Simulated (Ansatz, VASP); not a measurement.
# Cross-check of Si24H5Cl3 between VASP and Ansatz, part 2 of 2

One calculation is typed for both programs; each brings its own data sets. How far apart do they land? Of the first pair: The structure shown is the start of the Ansatz relaxation below; VASP solves that cell, so the two are compared at the walk's first step.

VASP 6.6.1 and Ansatz 0.2.0.

So far. Step 4 (Side by side): The forces differ by 11 meV/Å r.m.s., which is 2.3 % of the r.m.s. force of 0.463 eV/Å (both taken over all components). With vacuum in the cell, a pressure given here is an average over mostly empty space and none of the material.

### Step 5. Ansatz: relaxation, PBE

Level of this step: Ansatz beside VASP: Kohn-Sham DFT, plane waves, PBE (Ansatz).

This run makes the geometry at which the two programs are then compared.

The structure compared here is the end of the Ansatz relaxation.

input.yaml

```yaml
crystal:
  lattice:
    - [7.6791796437, 0.0, 0.0]
    - [3.8395898218, 6.6503646517, 0.0]
    - [0.0, 0.0, 24.5937769138]
  atoms:
    - { symbol: Cl, position: [0.0, 0.0, 0.715375153] }
    - { symbol: Cl, position: [0.5, 0.0, 0.715375153] }
    - { symbol: Cl, position: [0.0, 0.5, 0.715375153] }
    - { symbol: H, position: [0.5, 0.5, 0.686506061] }
    - { symbol: Si, position: [0.0, 0.0, 0.630800912] }
    - { symbol: Si, position: [0.5, 0.0, 0.630800912] }
    - { symbol: Si, position: [0.0, 0.5, 0.630800912] }
    - { symbol: Si, position: [0.5, 0.5, 0.630800912] }
    - { symbol: Si, position: [0.833333333, 0.333333333, 0.598932973] }
    - { symbol: Si, position: [0.333333333, 0.333333333, 0.598932973] }
    - { symbol: Si, position: [0.833333333, 0.833333333, 0.598932973] }
    - { symbol: Si, position: [0.333333333, 0.833333333, 0.598932973] }
    - { symbol: Si, position: [0.833333333, 0.333333333, 0.503329155] }
    - { symbol: Si, position: [0.333333333, 0.333333333, 0.503329155] }
    - { symbol: Si, position: [0.833333333, 0.833333333, 0.503329155] }
    - { symbol: Si, position: [0.333333333, 0.833333333, 0.503329155] }
    - { symbol: Si, position: [0.166666667, 0.166666667, 0.471461216] }
    - { symbol: Si, position: [0.666666667, 0.166666667, 0.471461216] }
    - { symbol: Si, position: [0.166666667, 0.666666667, 0.471461216] }
    - { symbol: Si, position: [0.666666667, 0.666666667, 0.471461216] }
    - { symbol: Si, position: [0.166666667, 0.166666667, 0.375857398] }
    - { symbol: Si, position: [0.666666667, 0.166666667, 0.375857398] }
    - { symbol: Si, position: [0.166666667, 0.666666667, 0.375857398] }
    - { symbol: Si, position: [0.666666667, 0.666666667, 0.375857398] }
    - { symbol: Si, position: [0.0, 0.0, 0.343989458] }
    - { symbol: Si, position: [0.5, 0.0, 0.343989458] }
    - { symbol: Si, position: [0.0, 0.5, 0.343989458] }
    - { symbol: Si, position: [0.5, 0.5, 0.343989458] }
    - { symbol: H, position: [0.0, 0.0, 0.284624847] }
    - { symbol: H, position: [0.5, 0.0, 0.284624847] }
    - { symbol: H, position: [0.0, 0.5, 0.284624847] }
    - { symbol: H, position: [0.5, 0.5, 0.284624847] }
kpoints:
  mp_grid: { grid: [3, 3, 1] }
scf:
  occupations: { method: fermi_dirac, width: 0.02 }
  n_extra_bands: 23
hamiltonian:
  xc: pbe
  pseudopotentials: { kind: paw }
output:
  forces: true
  write_potential: true
  volumetric_format: []
efield:
  axis: 3
  dipole_correction: true
relax:
  f_tol: 0.03
  max_steps: 70
  constraints: [{ sites: [20, 21, 22, 23, 24, 25, 26, 27, 28, 29, 30, 31] }]
```

The run is started by

```
> ansatz run input.yaml --threads 4 --pin off --max-ram 11264MiB --backend cpu --events-out ev --progress --plain --runs-dir out
```

Numbers of over 12 decimals in the logs are rounded to 6 here.

What it wrote:

```text
[...]
Crystal: 32 atoms, lattice volume = 1255.988 Å³
Basis set: ecut = 420 eV, 24521 PW (Γ), exchange–correlation on 108×108×360 points (8 copies of the dense FFT grid, shifted against one another)
Bands: 84, of which v1, the nominal top of the filled ones, is band 61 counted from 1 (60 counted from 0)
Symmetry: 6 space group operations
[...]
- { symbol: Si, position: [0.500000, 0, 0.343989] }
    - { symbol: Si, position: [-2.7755575615628914e-17, 0.500000, 0.343989] }
    - { symbol: Si, position: [0.500000, 0.500000, 0.343989] }
    - { symbol: H, position: [0.0, 0.0, 0.284625] }
    - { symbol: H, position: [0.500000, 0, 0.284625] }
    - { symbol: H, position: [-2.7755575615628914e-17, 0.500000, 0.284625] }
    - { symbol: H, position: [0.500000, 0.500000, 0.284625] }
[key lines of the parts left out:]
SCF converged after 6 iterations
Free energy (F): -18580.775588 eV
Fermi energy:    0.270285 eV
Dipole field:    D = -0.041823 V/Å  (p = -0.290296 e·Å, saw-weighted, corrected)
Work function:   Φ+ = 5.1268 eV   Φ− = 4.0982 eV
```

### Step 6. VASP: single point, PBE, relaxed cell, pair 2

The same cell, functional, mesh and smearing now go to VASP, with its own data sets.

INCAR

```
SYSTEM = Si24H5Cl3
PREC = Accurate
ENCUT = 400
EDIFF = 1E-06
NELM = 120
ISMEAR = -1
SIGMA = 0.02
LREAL = Auto
ALGO = Normal
GGA = PE
NBANDS = 84
LORBIT = 11
LWAVE = .FALSE.
LCHARG = .FALSE.
ISIF = 2
LDIPOL = .TRUE.
IDIPOL = 3
DIPOL = 0.5 0.5 0.489
LVHAR = .TRUE.
LASPH = .TRUE.
GGA_COMPAT = .FALSE.
EFERMI = MIDGAP
NELMDL = -8
KPAR = 2
```

POSCAR

```
Si24H5Cl3
1.0
    7.6791796437      0.0000000000      0.0000000000
    3.8395898218      6.6503646517      0.0000000000
    0.0000000000      0.0000000000     24.5937769138
Cl H Si
3 5 24
Direct
    0.9999453245      0.9999453245      0.7164487335
    0.5001093510      0.9999453245      0.7164487335
    0.9999453245      0.5001093510      0.7164487335
    0.5000000000      0.5000000000      0.6942111990
    1.0000000000      0.0000000000      0.2846248470
    0.5000000000      0.0000000000      0.2846248470
    1.0000000000      0.5000000000      0.2846248470
    0.5000000000      0.5000000000      0.2846248470
    0.0002237695      0.0002237695      0.6317872005
    0.4995524611      0.0002237695      0.6317872005
    0.0002237695      0.4995524611      0.6317872005
    0.5000000000      0.5000000000      0.6333292478
    0.8316485940      0.3341757030      0.6006143199
    0.3341757030      0.3341757030      0.6006143199
    0.8333333333      0.8333333333      0.6003672999
    0.3341757030      0.8316485940      0.6006143199
    0.8334230731      0.3332884635      0.5044013954
    0.3332884635      0.3332884635      0.5044013954
    0.8333333333      0.8333333333      0.5041260005
    0.3332884635      0.8334230731      0.5044013954
    0.1666666667      0.1666666667      0.4719126722
    0.6665662189      0.1668675622      0.4718157261
    0.1668675622      0.6665662189      0.4718157261
    0.6665662189      0.6665662189      0.4718157261
    0.1666666667      0.1666666667      0.3758573980
    0.6666666667      0.1666666667      0.3758573980
    0.1666666667      0.6666666667      0.3758573980
    0.6666666667      0.6666666667      0.3758573980
    1.0000000000      0.0000000000      0.3439894580
    0.5000000000      0.0000000000      0.3439894580
    1.0000000000      0.5000000000      0.3439894580
    0.5000000000      0.5000000000      0.3439894580
```

KPOINTS

```
Automatic mesh
0
Gamma
3 3 1
0 0 0
```

Potentials, in the order of the species: Cl, H and Si (PBE family, release 64).

The run is started by

```
> mpirun -np 4 vasp_std
```

What it wrote:

```text
[... set-up lines as in an earlier step ...]
 entering main loop
       N       E                     dE             d eps       ncg     rms          rms(c)
DAV:   1     0.583247097741E+03    0.58325E+03   -0.36625E+04   504   0.896E+02
DAV:   2    -0.786446089966E+02   -0.66189E+03   -0.63557E+03   692   0.186E+02
DAV:   3    -0.156273396204E+03   -0.77629E+02   -0.76323E+02   584   0.628E+01
DAV:   4    -0.159991077259E+03   -0.37177E+01   -0.36955E+01   712   0.154E+01
[...]
DAV:  31    -0.156119628139E+03   -0.20332E-05   -0.71938E-08   400   0.520E-04    0.778E-04
DAV:  32    -0.156119630023E+03   -0.18842E-05   -0.88434E-08   400   0.729E-04    0.603E-04
DAV:  33    -0.156119630254E+03   -0.23101E-06   -0.18589E-08   360   0.422E-04
   1 F= -.15611963E+03 E0= -.15611963E+03  d E =-.139569E-11
```

From OUTCAR (step 6):

```text
  Total        6.0172730      6.0172730      3.4819809     -0.0000000      0.0000000      0.0000000
  in kB        7.6758200      7.6758200      4.4417228     -0.0000000      0.0000000      0.0000000
  external PRESSURE =       6.5977876 kB  Pullay stress =       0.0000000 kB

 POSITION                                       TOTAL-FORCE (eV/Angst)
 -----------------------------------------------------------------------------------
     11.51814      6.65000     17.62018        -0.001459     -0.000842     -0.042673
      7.67981      6.65000     17.62018         0.001459     -0.000842     -0.042673
      9.59897      3.32591     17.62018        -0.000000      0.001685     -0.042673
      5.75938      3.32518     17.07328        -0.000000      0.000000     -0.002755
      0.00000      0.00000      7.00000         0.000280      0.000162     -0.769908
      3.83959      0.00000      7.00000        -0.000280      0.000162     -0.769908
      1.91979      3.32518      7.00000         0.000000     -0.000323     -0.769908
      5.75938      3.32518      7.00000        -0.000000      0.000000     -0.770308
      0.00258      0.00149     15.53803        -0.000824     -0.000476      0.045420
      3.83701      0.00149     15.53803         0.000824     -0.000476      0.045420
      1.91979      3.32221     15.53803        -0.000000      0.000952      0.045420
      5.75938      3.32518     15.57596        -0.000000      0.000000     -0.004716
      7.66948      2.22239     14.77137        -0.000212      0.000122     -0.004305
      3.84929      2.22239     14.77137         0.000212      0.000122     -0.004305
[...]
-----------------------------------------------------------------------------------
    total drift:                                0.000000      0.000000      0.005541

  FREE ENERGIE OF THE ION-ELECTRON SYSTEM (eV)
  ---------------------------------------------------
  free  energy   TOTEN  =      -156.1196302541 eV

  energy  without entropy=     -156.1196302541  energy(sigma->0) =     -156.11963025

[... 2 parts as in an earlier step ...]

[... 1 further part left out ...]
[key lines of the parts left out:]
E-fermi :   0.0534
```

### Step 7. Differences

Compared:

| quantity | Ansatz | VASP | difference |
| --- | --- | --- | --- |
| gap on the k mesh (eV) | 1.066 | 1.069 | -0.002 |

Forces on 10 of the 32 atoms, those with the largest forces and the largest differences (eV/Å; atoms numbered as in POSCAR):

| atom | Ansatz x, y, z | VASP x, y, z |
| --- | --- | --- |
| Cl1 | -0.002, -0.001, -0.001 | -0.001, -0.001, -0.043 |
| Cl2 | 0.002, -0.001, -0.001 | 0.001, -0.001, -0.043 |
| Cl3 | 0.000, 0.002, -0.001 | 0.000, 0.002, -0.043 |
| H5 | 0.000, 0.000, -0.775 | 0.000, 0.000, -0.770 |
| H7 | 0.000, 0.000, -0.775 | 0.000, 0.000, -0.770 |
| H8 | 0.000, 0.000, -0.776 | 0.000, 0.000, -0.770 |
| Si29 | -0.002, -0.001, 0.852 | -0.002, -0.001, 0.848 |
| Si30 | 0.002, -0.001, 0.852 | 0.002, -0.001, 0.848 |
| Si31 | 0.000, 0.002, 0.852 | 0.000, 0.002, 0.848 |
| Si32 | 0.000, 0.000, 0.847 | 0.000, 0.000, 0.843 |

The forces differ by 10 meV/Å r.m.s., which is 4.4 % of the r.m.s. force of 0.234 eV/Å (both taken over all components). A gap on the mesh is an upper bound, since the band edges may lie between its points. With vacuum in the cell, a pressure given here is an average over mostly empty space and none of the material.

### Step 8. VASP: single point, PBE, pair 3

With cell and atoms fixed, the geometry can't cause a difference; cores, projectors, grids and the points listed under the comparison can.

INCAR is that of step 6.

POSCAR is that of step 6.

KPOINTS is that of step 6.

The run is started by

```
> mpirun -np 4 vasp_std
```

What it wrote:

```text
[... set-up lines as in an earlier step ...]
 entering main loop
       N       E                     dE             d eps       ncg     rms          rms(c)
[... 33 cycles as in an earlier step ...]
   1 F= -.15611963E+03 E0= -.15611963E+03  d E =-.139569E-11
```

Parts of OUTCAR (step 8):

```text
[... 6 parts as in an earlier step ...]

[... 1 further part left out ...]
[key lines of the parts left out:]
E-fermi :   0.0534
```

### Step 9. Ansatz: single point, PBE, pair 3

The same cell, functional, mesh and smearing now go to Ansatz, which takes its cutoff from its data sets.

The cell is taken from a series of runs on this material, whose earlier steps may have relaxed, scaled, displaced or heated it; both programs get it as it stands.

input.yaml

```yaml
crystal:
  lattice:
    - [7.6791796437, 0.0, 0.0]
    - [3.8395898218, 6.6503646517, 0.0]
    - [0.0, 0.0, 24.5937769138]
  atoms:
    - { symbol: Cl, position: [-5.46755e-05, -5.46755e-05, 0.7164487335] }
    - { symbol: Cl, position: [0.500109351, -5.46755e-05, 0.7164487335] }
    - { symbol: Cl, position: [-5.46755e-05, 0.500109351, 0.7164487335] }
    - { symbol: H, position: [0.5, 0.5, 0.694211199] }
    - { symbol: Si, position: [0.0002237695, 0.0002237695, 0.6317872005] }
    - { symbol: Si, position: [0.4995524611, 0.0002237695, 0.6317872005] }
    - { symbol: Si, position: [0.0002237695, 0.4995524611, 0.6317872005] }
    - { symbol: Si, position: [0.5, 0.5, 0.6333292478] }
    - { symbol: Si, position: [0.831648594, 0.334175703, 0.6006143199] }
    - { symbol: Si, position: [0.334175703, 0.334175703, 0.6006143199] }
    - { symbol: Si, position: [0.8333333333, 0.8333333333, 0.6003672999] }
    - { symbol: Si, position: [0.334175703, 0.831648594, 0.6006143199] }
    - { symbol: Si, position: [0.8334230731, 0.3332884635, 0.5044013954] }
    - { symbol: Si, position: [0.3332884635, 0.3332884635, 0.5044013954] }
    - { symbol: Si, position: [0.8333333333, 0.8333333333, 0.5041260005] }
    - { symbol: Si, position: [0.3332884635, 0.8334230731, 0.5044013954] }
    - { symbol: Si, position: [0.1666666667, 0.1666666667, 0.4719126722] }
    - { symbol: Si, position: [0.6665662189, 0.1668675622, 0.4718157261] }
    - { symbol: Si, position: [0.1668675622, 0.6665662189, 0.4718157261] }
    - { symbol: Si, position: [0.6665662189, 0.6665662189, 0.4718157261] }
    - { symbol: Si, position: [0.1666666667, 0.1666666667, 0.375857398] }
    - { symbol: Si, position: [0.6666666667, 0.1666666667, 0.375857398] }
    - { symbol: Si, position: [0.1666666667, 0.6666666667, 0.375857398] }
    - { symbol: Si, position: [0.6666666667, 0.6666666667, 0.375857398] }
    - { symbol: Si, position: [0.0, 0.0, 0.343989458] }
    - { symbol: Si, position: [0.5, 0.0, 0.343989458] }
    - { symbol: Si, position: [0.0, 0.5, 0.343989458] }
    - { symbol: Si, position: [0.5, 0.5, 0.343989458] }
    - { symbol: H, position: [0.0, 0.0, 0.284624847] }
    - { symbol: H, position: [0.5, 0.0, 0.284624847] }
    - { symbol: H, position: [0.0, 0.5, 0.284624847] }
    - { symbol: H, position: [0.5, 0.5, 0.284624847] }
kpoints:
  mp_grid: { grid: [3, 3, 1] }
scf:
  occupations: { method: fermi_dirac, width: 0.02 }
  n_extra_bands: 36
hamiltonian:
  xc: pbe
  pseudopotentials: { kind: paw }
output:
  forces: true
  write_potential: true
  volumetric_format: []
  dos:
    projected:
      site_lists:
        adsorbate: [0, 1, 2, 3]
        layer_1: [4, 5, 6, 7]
        layer_2: [8, 9, 10, 11]
        layer_3: [12, 13, 14, 15]
        middle: [16, 17, 18, 19]
        other_layers: [20, 21, 22, 23, 24, 25, 26, 27, 28, 29, 30, 31]
    de: 0.05
    e_range: [-30, 12]
    method: { smearing: { sigma: 0.12, scheme: gaussian } }
  eigenstates:
    kpoints:
      - [0.33333333, -0.33333333, 0.0]
      - [0.25, -0.375, 0.0]
      - [0.16666667, -0.41666667, 0.0]
      - [0.08333333, -0.45833333, 0.0]
      - [0.0, 0.5, 0.0]
      - [-0.08333333, 0.45833333, 0.0]
      - [-0.16666667, 0.41666667, 0.0]
      - [-0.25, 0.375, 0.0]
      - [-0.33333333, 0.33333333, 0.0]
      - [-0.41666667, 0.29166667, 0.0]
      - [0.5, 0.25, 0.0]
      - [0.41666667, 0.20833333, 0.0]
      - [0.33333333, 0.16666667, 0.0]
      - [0.25, 0.125, 0.0]
      - [0.16666667, 0.08333333, 0.0]
      - [0.08333333, 0.04166667, 0.0]
      - [0.0, 0.0, 0.0]
      - [0.07142857, 0.0, 0.0]
      - [0.14285714, 0.0, 0.0]
      - [0.21428571, 0.0, 0.0]
      - [0.28571429, 0.0, 0.0]
      - [0.35714286, 0.0, 0.0]
      - [0.42857143, 0.0, 0.0]
      - [0.5, 0.0, 0.0]
      - [-0.42857143, 0.0, 0.0]
      - [-0.35714286, 0.0, 0.0]
      - [-0.28571429, 0.0, 0.0]
      - [-0.21428571, 0.0, 0.0]
      - [-0.14285714, 0.0, 0.0]
      - [-0.07142857, 0.0, 0.0]
      - [0.04166667, 0.08333333, 0.0]
      - [0.08333333, 0.16666667, 0.0]
      - [0.125, 0.25, 0.0]
      - [0.16666667, 0.33333333, 0.0]
      - [0.20833333, 0.41666667, 0.0]
      - [0.25, 0.5, 0.0]
      - [0.29166667, -0.41666667, 0.0]
    e_range: [-8.0, 6.0]
    unfold:
      supercell_matrix: [[2, 0, 0], [0, 2, 0], [0, 0, 1]]
      layers:
        axis: 3
        edges: [0.121982, 0.385166, 0.401057, 0.600016, 0.616969, 0.879089]
efield:
  axis: 3
  dipole_correction: true
```

The run is started by

```
> ansatz run input.yaml --threads 4 --pin off --max-ram 11264MiB --backend cpu --events-out ev --progress --plain --runs-dir out
```

What it wrote:

```text
[...]
Crystal: 32 atoms, lattice volume = 1255.988 Å³
Basis set: ecut = 420 eV, 24521 PW (Γ), exchange–correlation on 108×108×360 points (8 copies of the dense FFT grid, shifted against one another)
Bands: 97, of which v1, the nominal top of the filled ones, is band 61 counted from 1 (60 counted from 0)
Symmetry: 6 space group operations
[...]
max |Σ_I F_I| component: 1.49e-4 eV/Å
--- Band table (eV) ---
  k-point 0: bands = [... 57 lower, -0.6842, -0.6842, -0.2610, -0.2610, 0.8051, 0.8051, 0.8184, 1.3319, ... 32 higher]
  k-point 1: bands = [... 57 lower, -1.5466, -1.2607, -1.1358, -0.6416, 0.9510, 1.5492, 1.6290, 1.6742, ... 32 higher]
  k-point 2: bands = [... 57 lower, -1.8704, -1.5656, -1.4902, -1.3932, 1.8277, 2.0568, 2.1340, 2.3530, ... 32 higher]
[key lines of the parts left out:]
SCF converged after 8 iterations
Free energy (F): -18580.775588 eV
Fermi energy:    0.269745 eV
Dipole field:    D = -0.041820 V/Å  (p = -0.290277 e·Å, saw-weighted, corrected)
Work function:   Φ+ = 5.1268 eV   Φ− = 4.0982 eV
```

### Step 10. Comparison

Both answers:

| quantity | Ansatz | VASP | difference |
| --- | --- | --- | --- |
| gap on the k mesh (eV) | 1.066 | 1.069 | -0.002 |

Forces on 10 of the 32 atoms, those with the largest forces and the largest differences (eV/Å; atoms numbered as in POSCAR):

(Unchanged from step 7.)

The forces differ by 10 meV/Å r.m.s., which is 4.4 % of the r.m.s. force of 0.234 eV/Å (both taken over all components). A gap on the mesh is an upper bound, since the band edges may lie between its points. With vacuum in the cell, a pressure given here is an average over mostly empty space and none of the material.

### Step 11. Results

```yaml
r_m_s_force_difference_single_point_pbe_start_cell_pair_1: 2.3 % of the r.m.s. force
r_m_s_force_difference_single_point_pbe_relaxed_cell_pair_2: 4.4 % of the r.m.s. force
r_m_s_force_difference_single_point_pbe_pair_3: 4.4 % of the r.m.s. force
```

**Reading.** The r.m.s. force difference is 4.4 % of the r.m.s. force (single point, PBE, relaxed cell, pair 2), beyond the 3 % picked in this series as the mark of a large difference. Such differences can come from data sets, numerical settings and the points named under the comparisons, not from the functional's error against experiment.

[Lines on the potential files, build, host, timing and source positions are cut from VASP's logs without a mark.]

[Logs are printed without paths, hosts, clocks, repeated set-up lines and the standing remarks that a program may print on its own settings, such as how far it seeks lower states.]

[Hosts, paths, dates, database ids (printed as entryN), source tags and the programs' standing remarks are cut or masked in the printed files.]
